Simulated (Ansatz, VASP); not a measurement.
**CdSe (Cadmoselite) in two plane-wave programs**

Wanted: the spread between two codes on one cell, functional and k mesh. The cell is taken from a series of VASP runs on this material, whose earlier steps may have relaxed, scaled or displaced it; both programs get it as it stands.

Calculated with Ansatz 0.2.0; plane waves, with VASP 6.6.1 beside it; relaxation of cell and atoms at r2SCAN and relaxation of cell and atoms at HSE06.

## (1) Set-up

Symmetry: P6_3mc, No. 186, hexagonal system. Conventional cell: a = 4.342 Å, b = 4.342 Å, c = 7.079 Å, α = 90.00°, β = 90.00°, γ = 120.00°. Nearest to Cd lie 4 Se at 2.65 to 2.67 Å. Nearest to Se lie 4 Cd at 2.65 to 2.67 Å. Farther neighbours and most contacts between anions are not listed.

Coordinates:

```cif
data_structure
_symmetry_space_group_name_H-M 'P6_3mc'
_symmetry_Int_Tables_number 186
_cell_length_a 4.3416
_cell_length_b 4.3416
_cell_length_c 7.0794
_cell_angle_alpha 90.000
_cell_angle_beta 90.000
_cell_angle_gamma 120.000
_cell_volume 115.56
loop_
_atom_site_label
_atom_site_type_symbol
_atom_site_symmetry_multiplicity
_atom_site_Wyckoff_symbol
_atom_site_fract_x
_atom_site_fract_y
_atom_site_fract_z
_atom_site_occupancy
Cd1 Cd 2 b 0.66667 0.33333 0.50000 1
Se1 Se 2 b 0.66667 0.33333 0.87679 1
```

## (2) VASP: relaxation of cell and atoms, r2SCAN

The relaxed volume is the usual yardstick between codes: its relative difference is about their pressure difference at one cell divided by the bulk modulus.

Lines of VASP's logs that name or quote its potential files are left out, and so is its time.

Contents of INCAR:

```
SYSTEM = CdSe
PREC = Accurate
ENCUT = 450
EDIFF = 1E-06
NELM = 100
ISMEAR = 0
SIGMA = 0.03
LREAL = .FALSE.
ALGO = Normal
METAGGA = R2SCAN
LASPH = .TRUE.
NBANDS = 24
LORBIT = 11
LWAVE = .FALSE.
LCHARG = .FALSE.
KPAR = 8
IBRION = 2
NSW = 50
ISIF = 3
EDIFFG = -0.006
```

Contents of POSCAR:

```
CdSe
1.0
    4.3415671248      0.0000000000      0.0000000000
   -2.1707835624      3.7599074223      0.0000000000
    0.0000000000      0.0000000000      7.0794104547
Cd Se
2 2
Direct
    0.6666666667      0.3333333333      0.5000000000
    0.3333333333      0.6666666667      0.0000000000
    0.6666666667      0.3333333333      0.8767900000
    0.3333333333      0.6666666667      0.3767900000
```

Contents of KPOINTS:

```
Automatic mesh
0
Gamma
6 6 4
0 0 0
```

The projector-augmented-wave data sets are Cd and Se (PBE family, release 64).

Launch:

```console
> mpirun -np 8 vasp_std
```

Numbers of over 12 decimals in the logs are rounded to 6 here.

The program printed:

```text
[banner, memory and clock lines left out]
running    8 mpi-ranks, on    1 nodes
 distrk:  each k-point on    1 cores,    8 groups
 distr:  one band on    1 cores,    1 groups

 POSCAR found type information on POSCAR CdSe
 POSCAR found :  2 types and       4 ions
|                                                                             |
|           W    W    AA    RRRRR   N    N  II  N    N   GGGG   !!!           |
|           W    W   A  A   R    R  NN   N  II  NN   N  G    G  !!!           |
|           W    W  A    A  R    R  N N  N  II  N N  N  G       !!!           |
|           W WW W  AAAAAA  RRRRR   N  N N  II  N  N N  G  GGG   !            |
|           WW  WW  A    A  R   R   N   NN  II  N   NN  G    G                |
|           W    W  A    A  R    R  N    N  II  N    N   GGGG   !!!           |
|                                                                             |
|     For optimal performance we recommend to set                             |
|       NCORE = 2 up to number-of-cores-per-socket                            |
|     NCORE specifies how many cores store one orbital (NPAR=cpu/NCORE).      |
|     This setting can greatly improve the performance of VASP for DFT.       |
|     The default, NCORE=1 might be grossly inefficient on modern             |
|     multi-core architectures or massively parallel machines. Do your        |
|     Unfortunately you need to use the default for GW and RPA                |
|     calculations (for HF NCORE is supported but not extensively tested      |
|     yet).                                                                   |
|                                                                             |

|                                                                             |
|               ----> ADVICE to this user running VASP <----                  |
|                                                                             |
|     You enforced a specific xc type in the INCAR file but a different       |
|     [... a line on the potential file left out ...]
|     I HOPE YOU KNOW WHAT YOU ARE DOING!                                     |
|                                                                             |

 LDA part: xc-table for (None), standard interpolation
 POSCAR, INCAR and KPOINTS ok, starting setup
 FFT: planning ... GRIDC
 FFT: planning ... GRID_SOFT
 FFT: planning ... GRID
 WAVECAR not read
 entering main loop
       N       E                     dE             d eps       ncg     rms          rms(c)
DAV:   1     0.156840026316E+03    0.15684E+03   -0.16270E+04  1008   0.123E+03
DAV:   2    -0.705649182325E+02   -0.22740E+03   -0.22168E+03  1184   0.316E+02
DAV:   3    -0.815210421178E+02   -0.10956E+02   -0.10928E+02  1248   0.711E+01
DAV:   4    -0.815915810973E+02   -0.70539E-01   -0.70529E-01  1136   0.560E+00
DAV:   5    -0.815921410027E+02   -0.55991E-03   -0.55988E-03  1248   0.451E-01    0.790E+00
DAV:   6    -0.718523755071E+02    0.97398E+01   -0.71234E+00  1016   0.314E+01    0.103E+01
DAV:   7    -0.718074428555E+02    0.44933E-01   -0.47148E-01  1168   0.575E+00    0.772E+00
DAV:   8    -0.718233597552E+02   -0.15917E-01   -0.24566E-01  1072   0.501E+00    0.172E+00
DAV:   9    -0.718281131950E+02   -0.47534E-02   -0.44080E-02  1224   0.139E+00    0.289E-01
DAV:  10    -0.718278372197E+02    0.27598E-03   -0.33176E-03  1080   0.451E-01    0.156E-01
DAV:  11    -0.718279131227E+02   -0.75903E-04   -0.19506E-03  1096   0.432E-01    0.660E-02
DAV:  12    -0.718279419760E+02   -0.28853E-04   -0.11048E-04  1176   0.959E-02    0.433E-02
DAV:  13    -0.718279383852E+02    0.35908E-05   -0.52409E-05  1128   0.690E-02    0.485E-03
DAV:  14    -0.718279390799E+02   -0.69467E-06   -0.78164E-07   848   0.754E-03
   1 F= -.71827939E+02 E0= -.71827939E+02  d E =-.718279E+02
[...]
2 F= -.71828112E+02 E0= -.71828112E+02  d E =-.172713E-03
[...]
3 F= -.71828117E+02 E0= -.71828117E+02  d E =-.177792E-03
 curvature:  -0.42 expect dE=-0.128E-04 dE for cont linesearch -0.293E-07
 trial: gam= 0.08301 g(F)=  0.151E-04 g(S)=  0.150E-04 ort =-0.545E-05 (trialstep = 0.969E+00)
 search vector abs. value=  0.322E-04
 bond charge predicted
       N       E                     dE             d eps       ncg     rms          rms(c)
DAV:   1    -0.718281962425E+02   -0.79579E-04   -0.82136E-03  1016   0.652E-01    0.724E-02
DAV:   2    -0.718281396590E+02    0.56584E-04   -0.31322E-04  1144   0.181E-01    0.246E-02
DAV:   3    -0.718281343922E+02    0.52668E-05   -0.18746E-05  1032   0.378E-02    0.219E-02
DAV:   4    -0.718281350933E+02   -0.70111E-06   -0.32972E-06   976   0.105E-02
   4 F= -.71828135E+02 E0= -.71828135E+02  d E =-.182217E-04
 trial-energy change:   -0.000018  1 .order   -0.000019   -0.000029   -0.000009
 step:   1.4369(harm=  1.4369)  dis= 0.00078  next Energy=   -71.828138 (dE=-0.213E-04)
 reached required accuracy - stopping structural energy minimisation
```

OUTCAR, selected parts (step 2):

```text
ion  position               nearest neighbor table
   1  0.667  0.333  0.500-   4 2.65   4 2.65   4 2.65   3 2.67
   2  0.333  0.667  0.000-   3 2.65   3 2.65   3 2.65   4 2.67
   3  0.667  0.333  0.877-   2 2.65   2 2.65   2 2.65   1 2.67
   4  0.333  0.667  0.377-   1 2.65   1 2.65   1 2.65   2 2.67

  LATTYP: Found a hexagonal cell.
 ALAT       =     4.3415671248
 C/A-ratio  =     1.6306117702

 Subroutine GETGRP returns: Found 12 space group operations
 (whereof  6 operations were pure point group operations)

The static configuration has the point symmetry C_3v.
 The point group associated with its full space group is C_6v.

 Found     21 irreducible k-points:

   k-points           NKPTS =     21   k-points in BZ     NKDIM =     21   number of bands    NBANDS=     24

   dimension x,y,z NGX =    30 NGY =   30 NGZ =   50
   dimension x,y,z NGXF=    60 NGYF=   60 NGZF=  100

   ENCUT  =  450.0 eV  33.07 Ry    5.75 a.u.   7.51  7.51 12.25*2*pi/ulx,y,z

   NELECT =      36.0000    total number of electrons

 k-points in reciprocal lattice and weights: Automatic mesh
   0.00000000  0.00000000  0.00000000       0.007
   0.16666667  0.00000000  0.00000000       0.042
   0.33333333 -0.00000000  0.00000000       0.042
   0.50000000 -0.00000000  0.00000000       0.021
   0.16666667  0.16666667  0.00000000       0.042
   0.33333333  0.16666667  0.00000000       0.083
   0.33333333  0.33333333  0.00000000       0.014
   0.00000000  0.00000000  0.25000000       0.014
   0.16666667  0.00000000  0.25000000       0.083
[...]
0.33333333  0.16666667  0.50000000       0.083
   0.33333333  0.33333333  0.50000000       0.014

 average (electrostatic) potential at core
       1 -45.7115       2 -45.7115       3 -61.0225       4 -61.0225

 E-fermi :   0.5675

 k-point     1 :       0.0000    0.0000    0.0000
  band No.  band energies     occupation
    ...
     14      -0.3106      2.00000
     15      -0.3106      2.00000
     16       0.3883      2.00000
     17       0.4250      2.00000
     18       0.4250      2.00000
     19       1.5159      0.00000
     20       3.0496      0.00000
     21       6.7978      0.00000
     22       6.7979      0.00000
     23       7.1203      0.00000
    ...

 k-point     2 :       0.1667    0.0000    0.0000
  band No.  band energies     occupation
    ...
     14      -1.2997      2.00000
     15      -0.8749      2.00000
     16      -0.6193      2.00000
     17       0.1899      2.00000
     18       0.2404      2.00000
     19       2.7573      0.00000
     20       3.9721      0.00000
     21       6.1050      0.00000
     22       7.1531      0.00000
     23       7.1701      0.00000
    ...

 k-point     3 :       0.3333   -0.0000    0.0000
  band No.  band energies     occupation
    ...
     14      -2.5236      2.00000
     15      -2.1269      2.00000
     16      -1.1410      2.00000
     17      -0.3793      2.00000
     18      -0.1264      2.00000
     19       3.8072      0.00000
     20       4.2577      0.00000
     21       5.8435      0.00000
     22       6.6706      0.00000
     23       7.4220      0.00000
    ...

  Total       -0.0118185     -0.0118185      0.0158297      0.0000000      0.0000000      0.0000000
  in kB       -0.1636292     -0.1636292      0.2191644      0.0000000      0.0000000      0.0000000
  external PRESSURE =      -0.0360313 kB  Pullay stress =       0.0000000 kB

  energy-cutoff  :      450.00
  volume of cell :      115.72
      direct lattice vectors                 reciprocal lattice vectors
     4.345484261  0.000000000  0.000000000     0.230123949  0.132862124  0.000000000
    -2.172742131  3.763299762  0.000000000     0.000000000  0.265724248  0.000000000
     0.000000000 -0.000000000  7.076291813     0.000000000  0.000000000  0.141316953

 POSITION                                       TOTAL-FORCE (eV/Angst)
 -----------------------------------------------------------------------------------
      2.17274      1.25443      3.53983        -0.000000     -0.000000      0.003948
     -0.00000      2.50887      0.00169         0.000000     -0.000000      0.003948
      2.17274      1.25443      6.20273         0.000000      0.000000     -0.003948
     -0.00000      2.50887      2.66459         0.000000      0.000000     -0.003948
 -----------------------------------------------------------------------------------
    total drift:                               -0.000000      0.000000     -0.002806

  FREE ENERGIE OF THE ION-ELECTRON SYSTEM (eV)
  ---------------------------------------------------
  free  energy   TOTEN  =       -71.8281350933 eV

  energy  without entropy=      -71.8281350933  energy(sigma->0) =      -71.82813509

 reached required accuracy - stopping structural energy minimisation

 total charge
# of ion       s       p       d       tot
------------------------------------------
    1        0.416   0.291   9.573  10.280
    2        0.416   0.291   9.573  10.280
    3        1.438   2.442   0.020   3.900
    4        1.438   2.442   0.020   3.900
--------------------------------------------------
tot          3.707   5.466  19.185  28.359

[... 3 further parts left out ...]
```

CONTCAR:

```
CdSe
   1.00000000000000
     4.3454842614385321    0.0000000000000000    0.0000000000000000
    -2.1727421307192660    3.7632997621390305    0.0000000000000000
     0.0000000000000000   -0.0000000000000000    7.0762918125518608
  Cd              Se
     2     2
Direct
     0.6666666667000030    0.3333333332999970    0.5002384853827546
     0.3333333332999970    0.6666666667000030    0.0002384853827546
     0.6666666667000030    0.3333333332999970    0.8765515146172451
     0.3333333332999970    0.6666666667000030    0.3765515146172452
```

The run keeps the 12 symmetry operations of its start, so it cannot find a distortion of lower symmetry.

## (3) Ansatz: relaxation of cell and atoms, r2SCAN

Ansatz runs on its default PAW (the set named soft_2) files.

The same cell, functional, mesh and smearing now go to Ansatz, which takes its cutoff from its data sets.

Contents of input.yaml:

```yaml
crystal:
  lattice:
    - [4.3415671248, 0.0, 0.0]
    - [-2.1707835624, 3.7599074223, 0.0]
    - [0.0, 0.0, 7.0794104547]
  atoms:
    - { symbol: Cd, position: [0.6666666667, 0.3333333333, 0.5] }
    - { symbol: Cd, position: [0.3333333333, 0.6666666667, 0.0] }
    - { symbol: Se, position: [0.6666666667, 0.3333333333, 0.87679] }
    - { symbol: Se, position: [0.3333333333, 0.6666666667, 0.37679] }
hamiltonian:
  xc: r2scan
  pseudopotentials: { kind: paw }
kpoints:
  mp_grid: { grid: [6, 6, 4] }
scf:
  occupations: { method: gaussian, width: 0.03 }
relax:
  f_tol: 0.01
  max_steps: 60
  cell: { stress_tol: 0.05 }
output:
  forces: true
  stress: true
```

Launch:

```console
> ansatz run input.yaml --threads 4 --pin off --max-ram 9216MiB --backend cpu --events-out ev --progress --plain --runs-dir out
```

The program printed:

```text
Engine: ansatz 0.2.0, aarch64-unknown-linux-gnu
Pseudopotentials: kind: paw
Pseudopotential: Cd, paw, valence charge 20, recommended cutoff 500 eV (meta_gga), Cd.paw.azcp
Pseudopotential: Se, paw, valence charge 16, recommended cutoff 500 eV (meta_gga), Se.paw.azcp
Functional definition: r2SCAN
  parameter k0 = 0.174
  parameter k1 = 0.065
  parameter a1 = 4.9479
  exchange = r2scan_x(k0 = k0, k1 = k1, a1 = a1)
  correlation = r2scan_c
Crystal: 4 atoms, lattice volume = 115.564 Å³
Basis set: ecut = 500 eV, 2875 PW (Γ), exchange–correlation on 128×128×216 points (64 copies of the dense FFT grid, shifted against one another)
Bands: 44, of which v1, the nominal top of the filled ones, is band 36 counted from 1 (35 counted from 0)
Symmetry: 12 space group operations
Space group: P63mc (ITA 186), of the structure as read, at distance tolerance 4.9e-5 Å
k-points: 21 of 144 (time reversal used)
Non-local potential: Cd, projectors of the file, l = 0: 3, l = 1: 2, l = 2: 2, l = 3: 1
Non-local potential: Se, projectors of the file, l = 0: 2, l = 1: 2, l = 2: 3, l = 3: 1
PAW form: soft (Blöchl's): semilocal exchange-correlation on the pseudo side does not see the compensation charge
PAW frozen core: Cd, regenerated for the run's functional (the file was generated under x = pbe(κ = 0.804, μ = 0.219515), c = pbe(β = 0.066725))
PAW frozen core: Se, regenerated for the run's functional (the file was generated under x = pbe(κ = 0.804, μ = 0.219515), c = pbe(β = 0.066725))
PAW one-centre angular grid: Cd, 590 points (default); XC on 160 Gauss nodes
PAW one-centre angular grid: Se, 590 points (default); XC on 160 Gauss nodes
Initial density: superposition of atomic densities (neutral atoms: chi_scale 0, normalization atom), corrected by the library's trained network
Initial wavefunctions: pseudopotential atomic-orbital guess
Functional: x = r2scan, c = r2scan; τ floored in thin density (d = 2e-4 eV/Å³)
SCF iter   1: F=—  HF=-27495.653688 eV  |F-HF|=—  |Δ(HF+E_count)|=         —  Δρ=5.23e-3  dr2=2.01e-2  dr2_τ=3.02e-2  ethr=1.77e-3  ⟨swp⟩=6.3  Hψ=3386  notcnv=0  defer=5
preconditioner: auto → Resta (q_TF=auto, 2.521 Å⁻¹)  ε∞=3.6  [insulator: Δε(μ)=1.111 eV  Ē_g=12.732 eV  σ=0.030 eV  W_gap=1.00  n_scr=34 (ndim 8)  ℏωp=20.7 eV  f_vac=0.209  D(μ)=0.00/eV (n_scr^D=0)  ε∞_Penn≈3.6]
SCF iter   2: F=—  HF=-27495.668230 eV  |F-HF|=—  |Δ(HF+E_count)|=   1.45e-2  Δρ=2.89e-3  dr2=5.13e-3  dr2_τ=9.85e-4  ethr=2.79e-5  ⟨swp⟩=2.0  Hψ=1785  notcnv=0  defer=63
SCF iter   3: F=—  HF=-27495.670269 eV  |F-HF|=—  |Δ(HF+E_count)|=   2.04e-3  Δρ=9.19e-4  dr2=7.86e-4  dr2_τ=6.03e-5  ethr=7.12e-6  ⟨swp⟩=2.4  Hψ=1335  notcnv=0  defer=42
automatic band count: iteration 3 solves 43 bands in place of 44: the levels show a gap, and the empty bands left out lie too high to hold charge; the band table lists the bands solved (type scf.n_extra_bands for more)
SCF iter   4: F=—  HF=-27495.670582 eV  |F-HF|=—  |Δ(HF+E_count)|=   3.14e-4  Δρ=1.88e-4  dr2=4.13e-5  dr2_τ=2.52e-6  ethr=1.09e-6  ⟨swp⟩=2.4  Hψ=1407  notcnv=0  defer=42
SCF iter   5: F=—  HF=-27495.670660 eV  |F-HF|=—  |Δ(HF+E_count)|=   7.72e-5  Δρ=6.60e-5  dr2=6.94e-6  dr2_τ=1.57e-7  ethr=5.73e-8  ⟨swp⟩=2.4  Hψ=1425  notcnv=0  defer=42
SCF iter   6: F=—  HF=-27495.670663 eV  |F-HF|=—  |Δ(HF+E_count)|=   2.92e-6  Δρ=1.76e-5  dr2=3.32e-7  dr2_τ=9.85e-9  ethr=9.63e-9  ⟨swp⟩=2.0  Hψ=1239  notcnv=0  defer=42
SCF iter   7: F=-27495.670663 eV  HF=-27495.670663 eV  |F-HF|=1.31e-8  |Δ(HF+E_count)|=   2.00e-7  Δρ=4.20e-6  dr2=1.99e-8  dr2_τ=8.98e-10  ethr=1.39e-10  ⟨swp⟩=4.0  Hψ=2918  notcnv=0
SCF 1 converged in 7 iterations: F = -27495.670663 eV  dr2 = 1.99e-8
  greatest PAW one-centre occupation: 1.001 electrons in one spin orbital (limit 2), on the Cd atom at site 0 (counted from 0), in its partial waves of l = 1
relax step   1: F+E_penalty+E_count = -27495.67066273 eV  Δ(F+E_penalty+E_count) = +0.000e0 eV  max|allowed force component| = 2.689e-2 eV/Å  Δτ_max = 0.0000 Å  P = -0.039 GPa  Ω = 115.564 Å³  (7 SCF iters, dr2 threshold 1.00e-7 eV, accepted)
[...]
relax step   2: F+E_penalty+E_count = -27495.67086898 eV  Δ(F+E_penalty+E_count) = -2.062e-4 eV  max|allowed force component| = 1.037e-3 eV/Å  Δτ_max = 0.0027 Å  P = +0.020 GPa  Ω = 115.427 Å³  energy of the carried Pulay correction = +3.214e-5 eV  (5 SCF iters, dr2 threshold 6.37e-8 eV, accepted)
[...]
relax step   3: F+E_penalty+E_count = -27495.67084276 eV  Δ(F+E_penalty+E_count) = +2.622e-5 eV  max|allowed force component| = 1.030e-3 eV/Å  Δτ_max = 0.0000 Å  P = +0.020 GPa  Ω = 115.427 Å³  stress off target by 3.97e-2 GPa  SCF on the basis re-selected at this cell (its energy is not comparable with the rows above)  (5 SCF iters)
basis re-selected at this cell: Δ(F+E_penalty+E_count) = +2.622e-5 eV, ΔP = -0.000 GPa vs the last step (what re-selecting the basis moved, of the pressure what is left beyond the Pulay correction that the steps carried, after the strain that the cell walked since its last selection, with what the two solves' SCF thresholds leave and, on support functions, any second-order correction that the steps lacked; it is no m [...]
SCF converged after 5 iterations
Free energy (F): -27495.670843 eV
Harris-Foulkes:  -27495.670843 eV  (|F-HF|=0.00e0)
Internal energy: -27495.670843 eV  (E = F + TS)
E sigma→0 (E₀):  -27495.670843 eV
Fermi energy:    7.370569 eV
--- Per-component energies (eV) ---
  E_band       = -1877.470440
  E_kinetic    = 1248.320539
  E_local      = -12902.130090  (includes V_loc(G=0)·N_el)
  E_nonlocal   = -1121.314603
  E_hartree    = 6132.593381
  E_xc         = -533.111327
  E_vxc        = -703.070772  (∫ρ·V_xc dr)
  E_paw        = -12062.857171  (= ΣΔE_a)
  E_vpaw       = -709.495180  (= ΣTr[D̂ρ^β])
  E_aug_tail   = -0.000410  (compensation charges beyond the density's cutoff)
  E_vtau       = 45.033505  (kinetic-family band-sum trace: ∫τ·v_τ [+ j·A + Jᵃ·Aᵃ] dr)
  E_ewald      = -8252.512080
  E_core_change = -4.659082  (= ΣΔE_core)
  E_smearing   = -0.000000  (= −TS)
  E_closure    = 0.000000  (closes the sum)
  Σ components = -27495.670843   (vs F -27495.670843, Δ=0.00e0)
--- Forces (eV/Å), atoms counted from 1 ---
  atom   1  Cd     0.00000000     0.00000000    -0.00103333
  atom   2  Cd    -0.00000000    -0.00000000    -0.00103333
  atom   3  Se     0.00000000     0.00000000     0.00102742
  atom   4  Se     0.00000000    -0.00000000     0.00102742
  max |Σ_I F_I| component: 1.18e-5 eV/Å
--- Stress (GPa, compression-positive) ---
        0.010418       0.000000       0.000000
        0.000000       0.010418       0.000000
        0.000000       0.000000       0.039745
  P = ⅓ Tr σ = 0.0202 GPa (0.202 kbar)
--- Relaxed structure (2 steps of the walk, 2 accepted, 1 SCFs on fresh bases) ---
  F+E_penalty+E_count = -27495.67084276 eV   max|allowed force component| = 1.030e-3 eV/Å   (the final SCF, on the basis selected at the relaxed cell)
  cell:  # Å, volume = 115.4269 Å³
    - [4.340851, 0.0, 0.0]
    - [-2.170426, 3.759287, 0]
    - [0.0, 0, 7.073374]
  atoms:
    - { symbol: Cd, position: [0.666667, 0.333333, 0.500382] }
    - { symbol: Cd, position: [0.333333, 0.666667, 0.000382439] }
    - { symbol: Se, position: [0.666667, 0.333333, 0.876408] }
    - { symbol: Se, position: [0.333333, 0.666667, 0.376408] }
```

It took 12 s on 4 threads of Arm Neoverse V2, shared host; peak memory 0.63 GiB; 46 s of CPU time.

[end of part 1 of 2]

[Lines on the potential files, build, host, timing and source positions are cut from VASP's logs without a mark.]

[Logs are printed without paths, hosts, clocks, repeated set-up lines and the standing remarks that a program may print on its own settings, such as how far it seeks lower states.]

[Hosts, paths, dates, database ids (printed as entryN), source tags and the programs' standing remarks are cut or masked in the printed files.]
